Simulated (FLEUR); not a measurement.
# Pd (Fm-3m) in FLEUR: notebook

The runs below take Pd through single point, with PBEsol.

Program: FLEUR MaX-R8.1 (later development tree). These are calculated values, not measurements. Logs are shortened: lines on timing, memory, paths and dates and some standing lists are left out, and cuts for length are marked.

## (1) Starting point

It takes space group Fm-3m (No. 225, cubic). Conventional cell: a = 3.893 Å, b = 3.893 Å, c = 3.893 Å, α = 90.00°, β = 90.00°, γ = 90.00°. Pd (site symmetry m-3m) is surrounded by 12 Pd at 2.75 Å.

## (2) Single point, PBEsol

Input file inp.xml:

```xml
<?xml version="1.0" encoding="UTF-8" standalone="no"?>
<fleurInput fleurInputVersion="0.39">
   <comment>
      Pd                                                                                                  
   </comment>
   <calculationSetup>
      <cutoffs Kmax="4.15" Gmax="12.9" GmaxXC="12.9" numbands="0"/>
      <scfLoop itmax="60" minDistance="0.00001" maxIterBroyd="15" imix="Anderson" alpha="0.05" precondParam="0.0" spinf="2.0" sdNocoIR="T"/>
      <coreElectrons ctail="T" frcor="F" kcrel="0" coretail_lmax="0"/>
      <xcFunctional name="PBEs" relativisticCorrections="F"/>
      <magnetism jspins="1"/>
      <soc l_soc="F" theta="0.0" phi="0.0" spav="F"/>
      <expertModes spex="0" secvar="F"/>
      <geometryOptimization l_f="T" forcealpha="1.0" forcemix="BFGS" epsdisp="0.0005" epsforce="0.0002"/>
      <ldaU l_linMix="F" mixParam="0.05" spinf="1.0"/>
   </calculationSetup>
   <cell>
      <bzIntegration valenceElectrons="18.0" mode="hist" fermiSmearingEnergy="0.00183747">
         <kPointListSelection listName="default-1"/>
         <!-- k-points included here -->
         <xi:include xmlns:xi="http://www.w3.org/2001/XInclude" href="kpts.xml"> </xi:include>
      </bzIntegration>
      <!-- symmetry operations included here -->
      <xi:include xmlns:xi="http://www.w3.org/2001/XInclude" href="sym.xml"> </xi:include>
      <bulkLattice scale="1.0">
         <bravaisMatrix>
            <row-1>    0.0000000000000000     3.6783519015338997     3.6783519015338997</row-1>
            <row-2>    3.6783519015338997     0.0000000000000000     3.6783519015338997</row-2>
            <row-3>    3.6783519015338997     3.6783519015338997     0.0000000000000000</row-3>
         </bravaisMatrix>
      </bulkLattice>
   </cell>
   <atomSpecies>
      <species name="Palladium (Pd)" element="Pd" atomicNumber="46">
         <mtSphere radius="2.36" gridPoints="797" logIncrement="0.016"/>
         <atomicCutoffs lmax="10" lnonsphr="10"/>
         <electronConfig flipSpins="F">
            <coreConfig>(1s1/2) (2s1/2) (2p1/2) (2p3/2) (3s1/2) (3p1/2) (3p3/2) (3d3/2) (3d5/2)</coreConfig>
            <valenceConfig>(4s1/2) (4p1/2) (4p3/2) (5s1/2) (4d3/2) (4d5/2)</valenceConfig>
            <stateOccupation state="(5s1/2)" spinUp="0.500000" spinDown="0.500000"/>
            <stateOccupation state="(4d3/2)" spinUp="1.800000" spinDown="1.800000"/>
            <stateOccupation state="(4d5/2)" spinUp="2.700000" spinDown="2.700000"/>
         </electronConfig>
         <energyParameters s="5" p="5" d="4" f="4"/>
         <lo type="SCLO" l="0" n="4" eDeriv="0"/>
         <lo type="SCLO" l="1" n="4" eDeriv="0"/>
         <lo type="SCLO" l="1" n="4" eDeriv="1"/>
         <lo type="SCLO" l="2" n="4" eDeriv="2"/>
         <lo type="SCLO" l="3" n="4" eDeriv="2"/>
      </species>
   </atomSpecies>
   <atomGroups>
      <atomGroup species="Palladium (Pd)">
         <relPos label="                   1">.0000000000 .0000000000 .0000000000</relPos>
         <force calculate="T" relaxXYZ="TTT"/>
      </atomGroup>
   </atomGroups>
   <output dos="F" band="F" slice="F">
      <checks vchk="F" cdinf="F"/>
      <bandDOS minEnergy="-.5*Htr" maxEnergy="0.5*Htr" sigma="0.015" storeEVData="T"/>
      <vacuumDOS vacdos="F" integ="F" star="F" nstars="0" locx1="0.0" locy1="0.0" locx2="0.0" locy2="0.0" nstm="0" tworkf="0.0"/>
      <unfoldingBand unfoldBand="F" supercellX="1" supercellY="1" supercellZ="1"/>
      <plotting iplot="0" polar="F">
         <plot TwoD="T" vec1="  1.0  0.0  0.0" vec2="  0.0  1.0  0.0" vec3="  0.0  0.0  1.0" zero="  0.0  0.0  0.0" file="plot"/>
      </plotting>
      <chargeDensitySlicing numkpt="0" minEigenval="0.0" maxEigenval="0.0" nnne="0" pallst="F"/>
      <specialOutput eonly="F"/>
      <moessbauerParams electricFieldGradient="T" isomerShift="T" coreHyperfine="T" valenceHyperfine="T"/>
      <magneticCircularDichroism mcd="F" energyLo="-10.0" energyUp="0.0"/>
   </output>
  <!-- We include the file relax.xml here to enable relaxations (see documentation) -->
  <xi:include xmlns:xi="http://www.w3.org/2001/XInclude" href="relax.xml"> <xi:fallback/> </xi:include>
</fleurInput>
```

Input file crystal.txt:

```
Pd
&input cartesian=F /
0.0000000000  1.9465000000  1.9465000000
1.9465000000  0.0000000000  1.9465000000
1.9465000000  1.9465000000  0.0000000000
1.8897261246
1.0 1.0 1.0

1
46 0.0000000000  0.0000000000  0.0000000000

&kpt div1=12 div2=12 div3=12 gamma=T /
```

Potentials or basis: all-electron, FLAPW.

Launch:

```
$ inpgen -f crystal.txt -profile fastHighL
$ # inp.xml edited to the form shown
$ fleur_MPI
```

What it wrote:

```text
Welcome to FLEUR        (www.flapw.de)
      MaX-Release 8.1          (www.max-centre.eu)

 ========== k-point set info ==========
 Selected k-point list: default-1
 k-point list type: mesh
 12 x 12 x 12
 Number of k points: 72

 ------------Calculation Setup---------------------------
 Number of MPI-tasks      :            1
 Number of PE/node        :            1
 Number of OMP-threads    :            1
 Most efficient MPI parallelization for:
           1           2           3           4           6           8           9          12          18          24          36          72
 Additional eigenvalue parallelization possible
 Number of basis functions:          164
 Approximate size of matrices (H+S) per k-point:         0.000 GB
 --------------------------------------------------------
 Iteration:     1   Distance:      14.45406475 me/bohr^3
 Iteration:     2   Distance:      12.44917130 me/bohr^3
 Iteration:     3   Distance:       4.64630284 me/bohr^3
 Iteration:     4   Distance:       3.45487690 me/bohr^3
 Iteration:     5   Distance:       0.91696974 me/bohr^3
 Iteration:     6   Distance:       0.93631196 me/bohr^3
 Iteration:     7   Distance:       0.21848214 me/bohr^3
 Iteration:     8   Distance:       0.02290358 me/bohr^3
 Iteration:     9   Distance:       0.00299979 me/bohr^3
 Iteration:    10   Distance:       0.00146444 me/bohr^3
 Iteration:    11   Distance:       0.00138962 me/bohr^3
 Iteration:    12   Distance:       0.00004768 me/bohr^3
 Iteration:    13   Distance:       0.00004438 me/bohr^3
 Iteration:    14   Distance:       0.00000029 me/bohr^3

 ********************************************************************
 Run finished successfully
 Stop message:
   Structural relaxation: Done
 ********************************************************************
```

out.xml (last iteration):

```text
<iteration numberForCurrentRun="   15" overallNumber="   15">
         <energyParameters units="Htr">
            <atomicEP atomType="1" spin="1" branch="5s" branchLowest="-2.66" branchHighest="2.11" value="0.2979017367"/>
            <atomicEP atomType="1" spin="1" branch="5p" branchLowest="-1.38" branchHighest="2.83" value="0.4312288174"/>
            <atomicEP atomType="1" spin="1" branch="4d" branchLowest="-11.51" branchHighest="0.55" value="0.3242458119"/>
            <atomicEP atomType="1" spin="1" branch="4f" branchLowest="-9.99" branchHighest="2.54" value="0.7269681406"/>
            <loAtomicEP atomType="1" spin="1" branch="4s" branchLowest="-22.89" branchHighest="-2.66" value="-2.6743942489"/>
            <loAtomicEP atomType="1" spin="1" branch="4p" branchLowest="-18.49" branchHighest="-1.38" value="-1.4199746124"/>
            <loAtomicEP atomType="1" spin="1" branch="4p" branchLowest="-18.49" branchHighest="-1.38" value="-1.4199746124"/>
            <loAtomicEP atomType="1" spin="1" branch="4d" branchLowest="-11.51" branchHighest="0.55" value="0.3190904493"/>
            <loAtomicEP atomType="1" spin="1" branch="4f" branchLowest="-9.99" branchHighest="2.54" value="0.7269694163"/>
         </energyParameters>
         <eigenvalues>
            <eigenvaluesAt spin="1" ikpt="1" k_x="0.00000000" k_y="0.00000000" k_z="0.00000000">
                      -2.6763866564       -1.4090214400       -1.4090214400       -1.4090214400        0.1469478285
                       0.3080659379        0.3080659379        0.3080659379        0.3682083218        0.3682083218
                       1.0356079849        1.2086675971        1.2086675971        1.2086675971        1.4137631498
            </eigenvaluesAt>
            <eigenvaluesAt spin="1" ikpt="2" k_x="0.00000000" k_y="0.00000000" k_z="0.08333333">
                      -2.6762532269       -1.4100626451       -1.4091702923       -1.4091702923        0.1561660772
                       0.3048466861        0.3111923885        0.3111923885        0.3667440799        0.3667440799
                       1.0449834347        1.1566777822        1.2193957555        1.2193957555        1.4372582446
            </eigenvaluesAt>
            <eigenvaluesAt spin="1" ikpt="3" k_x="0.00000000" k_y="0.00000000" k_z="0.16666667">
                      -2.6758866549       -1.4128862823       -1.4095727434       -1.4095727434        0.1811595902
                       0.2992264817        0.3175713342        0.3175713342        0.3657449834        0.3657449834
                       1.0411756135        1.0843058650        1.2476978338        1.2476978338        1.3737582641
            </eigenvaluesAt>
            <eigenvaluesAt spin="1" ikpt="4" k_x="0.00000000" k_y="0.00000000" k_z="0.25000000">
                      -2.6753843445       -1.4167131889       -1.4101208835       -1.4101208835        0.2094432535
                       0.3061731890        0.3189915064        0.3189915064        0.3735969476        0.3735969476
                       0.9433340544        1.0746926009        1.2738164193        1.2738164193        1.3554698699
            </eigenvaluesAt>
         </eigenvalues>
         <bandgap value="0.0003093506" units="eV"/>
         <sumValenceSingleParticleEnergies value="-10.6788409081" units="Htr"/>
         <FermiEnergy value="0.4125696052" units="Htr"/>
         <valenceDensity>
            <mtCharges spin="1">
               <mtCharge atomType="1" total="16.4472684" s="2.3113942" p="6.2169584" d="7.8806457" f="0.0303200"/>
            </mtCharges>
            <spinDependentCharge spin="1" total="18.0000000" interstitial="1.5527316" mtSpheres="16.4472684"/>
            <totalCharge value="18.0000000000"/>
         </valenceDensity>
         <coreStates atomType="     1" atomicNumber=" 46" spin="1" kinEnergy="   5094.4033586251" eigValSum="  -2998.0782075953" lostElectrons=" 0.000000">
            <state n="1" l="0" j="0.5" energy="-886.6449540934" weight="1.0000000000"/>
            <state n="2" l="0" j="0.5" energy="-129.0517131958" weight="1.0000000000"/>
            <state n="2" l="1" j="0.5" energy="-119.6894789639" weight="1.0000000000"/>
            <state n="2" l="1" j="1.5" energy="-113.8367794203" weight="2.0000000000"/>
            <state n="3" l="0" j="0.5" energy="-22.8912964498" weight="1.0000000000"/>
            <state n="3" l="1" j="0.5" energy="-19.1967427797" weight="1.0000000000"/>
            <state n="3" l="1" j="1.5" energy="-18.1763861072" weight="2.0000000000"/>
            <state n="3" l="2" j="1.5" energy="-11.6298520825" weight="2.0000000000"/>
            <state n="3" l="2" j="2.5" energy="-11.4262943651" weight="3.0000000000"/>
         </coreStates>
         <allElectronCharges>
            <spinDependentCharge spin="1" total="46.0000000" interstitial="1.5527316" mtSpheres="44.4472684"/>
            <totalCharge value="45.9999999997"/>
         </allElectronCharges>
         <moessbauerParams unitsHFF="kG" unitsIS="e/bohr^3" unitsEFG="Htr/bohr^2">
            <coreIsomerShift atomType="1" isTotal="134099.37774">
               <shell n="1" l="0" isomerShift="117893.76221"/>
               <shell n="2" l="0" isomerShift="13384.99657"/>
               <shell n="2" l="1" isomerShift="266.55479"/>
               <shell n="3" l="0" isomerShift="2500.81329"/>
               <shell n="3" l="1" isomerShift="53.25087"/>
               <shell n="3" l="2" isomerShift="0.00001"/>
            </coreIsomerShift>
            <isomerShift atomType="1" nucleusRadius="0.0001119" averageDensity="134584.49021"/>
            <electricFieldGradient atomType="1" VXX="0.00000" VYY="0.00000" VZZ="0.00000" asymParam="0.00000">
            </electricFieldGradient>
         </moessbauerParams>
         <totalEnergy                                    value="    -5044.6159643431" units="Htr">
            <sumOfEigenvalues                            value="    -3008.7570485033">
               <coreElectrons value="-2998.0782075953"/>
               <valenceElectrons value="-10.6788409081"/>
            </sumOfEigenvalues>
            <densityCoulombPotentialIntegral value="-8090.6352250217"/>
            <densityEffectivePotentialIntegral value="-8276.9073161671"/>
            <chargeDenXCDenIntegral value="-141.7285844076"/>
            <FockExchangeEnergyValence value="0.0000000000"/>
            <FockExchangeEnergyCore value="0.0000000000"/>
            <atomTypeDependentContributions atomType="1">
               <electronNucleiInteractionDifferentMTs value="6101.0504365537"/>
               <MadelungTerm value="-24.6695985346"/>
            </atomTypeDependentContributions>
            <tkbTimesEntropy value="0.0007174802"/>
            <freeEnergy value="-5044.6166818233"/>
            <extrapolationTo0K value="-5044.6163230832"/>
         </totalEnergy>
         <totalForcesOnRepresentativeAtoms units="Htr/bohr">
            <forceTotal atomType="1" x="0.000000" y="0.000000" z="0.000000" F_x="0.00000000" F_y="0.00000000" F_z="0.00000000"/>
         </totalForcesOnRepresentativeAtoms>
      </iteration>
```

Wall time 19 s (1 thread of Intel Xeon 6975P-C (Granite Rapids), shared host); peak memory 0.06 GiB.

Results:

```yaml
Free_energy: -137271.0130 eV
Band_gap_on_the_k_mesh: none (metal or under the smearing width)
Valence_electrons_inside_the_program's_atomic_spheres: Pd 16.45 (radii Pd 2.36 bohr)
```

Core levels (eV from the Fermi level):
```csv
atom,levels
1 Pd,"1s1/2 -24138.1, 2s1/2 -3522.9, 2p1/2 -3268.1, 2p3/2 -3108.9, 3s1/2 -634.1, 3p1/2 -533.6, 3p3/2 -505.8, 3d3/2 -327.7, 3d5/2 -322.2"
```

## (3) Single point, PBEsol (cell strained at random at fixed volume)

inp.xml, as its differences from that of step 2:

```diff
@@ -26,5 +26,5 @@
          <bravaisMatrix>
-            <row-1>    0.0000000000000000     3.6783519015338997     3.6783519015338997</row-1>
-            <row-2>    3.6783519015338997     0.0000000000000000     3.6783519015338997</row-2>
-            <row-3>    3.6783519015338997     3.6783519015338997     0.0000000000000000</row-3>
+            <row-1>   -0.0210250928622996     3.6948246441620380     3.6695873517680049</row-1>
+            <row-2>    3.7247900313198201     0.0119827533560886     3.6365795055496171</row-2>
+            <row-3>    3.7122554779353485     3.6492841342853022     0.0245154170144358</row-3>
          </bravaisMatrix>
@@ -34,4 +34,4 @@
       <species name="Palladium (Pd)" element="Pd" atomicNumber="46">
-         <mtSphere radius="2.36" gridPoints="797" logIncrement="0.016"/>
-         <atomicCutoffs lmax="10" lnonsphr="10"/>
+         <mtSphere radius="2.36" gridPoints="783" logIncrement="0.016"/>
+         <atomicCutoffs lmax="9" lnonsphr="9"/>
          <electronConfig flipSpins="F">
```

Input file crystal.txt:

```
Pd
&input cartesian=F /
-0.0111260000  1.9552170000  1.9418620000
1.9710740000  0.0063410000  1.9243950000
1.9644410000  1.9311180000  0.0129730000
1.8897261246
1.0 1.0 1.0

1
46 0.0238370000  -0.0169870000  -0.0029670000

&kpt div1=12 div2=12 div3=12 gamma=T /
```

Potentials or basis: all-electron, FLAPW.

Launch:

```
$ inpgen -f crystal.txt -profile fastHighL
$ # inp.xml edited to the form shown
$ fleur_MPI
```

Wall time 5 min (1 thread of Intel Xeon 6975P-C (Granite Rapids), shared host); peak memory 0.08 GiB.

The run converged. Its results:

```
Free energy                                           : -137271.0109 eV
Band gap on the k mesh                                : none (metal or under the smearing width)
Valence electrons inside the program's atomic spheres : Pd 16.45 (radii Pd 2.36 bohr)
```

Levels at points of the mesh, in eV from the Fermi level:
```csv
k point,band 5,band 6,band 7,band 8,band 9,band 10,band 11,band 12,band 13,band 14
"(0.00, 0.00, 0.00)",-7.23,-2.99,-2.84,-2.70,-1.31,-1.10,16.95,21.28,21.62,22.11
"(0.00, 0.00, 0.50)",-5.33,-2.97,-2.82,-0.05,0.08,1.04,7.45,16.25,20.51,20.87
"(0.00, 0.50, 0.00)",-5.33,-2.90,-2.87,-0.08,0.09,0.98,7.35,16.32,20.71,20.86
"(0.00, 0.50, 0.50)",-5.42,-5.13,-0.02,0.28,0.33,3.00,10.37,13.05,13.65,21.53
"(0.50, 0.00, 0.00)",-5.35,-3.02,-2.74,-0.05,0.01,0.82,7.09,16.45,20.80,21.34
"(0.50, 0.00, 0.50)",-5.42,-5.12,-0.03,0.23,0.39,3.33,10.82,12.96,13.12,21.46
"(0.50, 0.50, 0.00)",-5.42,-5.12,-0.03,0.26,0.38,3.47,11.01,12.73,13.09,21.24
"(0.50, 0.50, 0.50)",-5.34,-3.08,-2.69,0.00,0.00,0.92,7.25,16.34,20.55,21.27
```

Core levels (eV from the Fermi level):
```tsv
atom	levels
1 Pd	1s1/2 -24138.1, 2s1/2 -3522.9, 2p1/2 -3268.1, 2p3/2 -3108.9, 3s1/2 -634.1, 3p1/2 -533.6, 3p3/2 -505.8, 3d3/2 -327.7, 3d5/2 -322.2
```
